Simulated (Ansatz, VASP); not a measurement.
**One calculation of Mg, two programs**

```
Mg
1.0
    -1.76811    1.75773    1.74720
     1.76248   -1.78962    1.77345
     1.78739    1.80889   -1.77909
Mg
1
Direct
  0.98579 0.98928 0.97885
```

Change from the starting cell: cell strained at random at fixed volume.

Alike in both runs: task single point; functional PBE; k mesh 11 × 11 × 11; occupations fermi-dirac, width 0.05 eV; no spin polarisation.

|  | VASP | Ansatz |
| --- | --- | --- |
| version | VASP 6.6.1 | Ansatz 0.2.0 |
| potentials or method | VASP PAW PBE potentials, release 64 (Mg) | Ansatz PAW |
| plane-wave cutoff (eV) | 520 | 420 |
| valence electrons in the cell | 2 | 10 |

Ansatz gave:

```
gap on the k mesh at the Fermi level (eV)       : none
pressure (GPa)                                  : 1.0
largest component of the traceless stress (GPa) : 0.60
```

**Question.** What did VASP give for the same quantities?

**Answer.** gap on the k mesh at the Fermi level (eV): none; pressure (GPa): 0.8; largest component of the traceless stress (GPa): 0.60.

A gap of «none» marks a metal or a gap that the smearing closes. The two sets of potentials don't hold the same shells in valence.
